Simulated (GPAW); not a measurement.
The system is Zn.

```xyz
2
Lattice="2.6700 0.0000 0.0000 -1.3350 2.3123 0.0000 0.0000 0.0000 4.9660" Properties=species:S:1:pos:R:3 pbc="T T T"
Zn    1.3350    0.7708    3.7245
Zn    0.0000    1.5415    1.2415
```

```yaml
Program: GPAW 26.7.0
Task: relaxation of cell and atoms
Functional: PBEsol
Potentials_or_basis: PAW data sets generated in the run's folder for this functional
Cutoff: 600 eV
Basis: pw
k_mesh: 10 × 10 × 5
Occupations: fermi-dirac, width 0.05 eV
Spin: no spin polarisation
```

At the start: pressure -6.0 GPa; volume 15.33 Å³/atom.

Question: Where does the relaxation end?

Answer: Over 6 steps the energy falls by 22.8 meV/atom and the volume is 14.18 Å³/atom (-7.5 %); space group P6_3/mmc (No. 194, to 0.05 Å).

Step by step:
| step | energy change (eV) | largest force (eV/Å) | pressure (GPa) | volume (Å³) |
| --- | --- | --- | --- | --- |
| 1 | 0.0000 | 0.0000 | -5.96 | 30.66 |
| 2 | -0.0132 | 0.0000 | -5.16 | 30.29 |
| 3 | -0.0441 | 0.0000 | 0.73 | 28.22 |
| 4 | -0.0450 | 0.0000 | -0.17 | 28.48 |
| 5 | -0.0451 | 0.0000 | -0.15 | 28.46 |
| 6 | -0.0456 | 0.0000 | 0.02 | 28.35 |

Final structure:
```
Zn
1.0
     2.60295    0.00000    0.00000
    -1.30147    2.25422    0.00000
     0.00000    0.00000    4.83162
Zn
2
Cartesian
  1.3015 0.7514 3.6237
  0.0000 1.5028 1.2079
```

Caveat: later steps reuse the first step's grids.
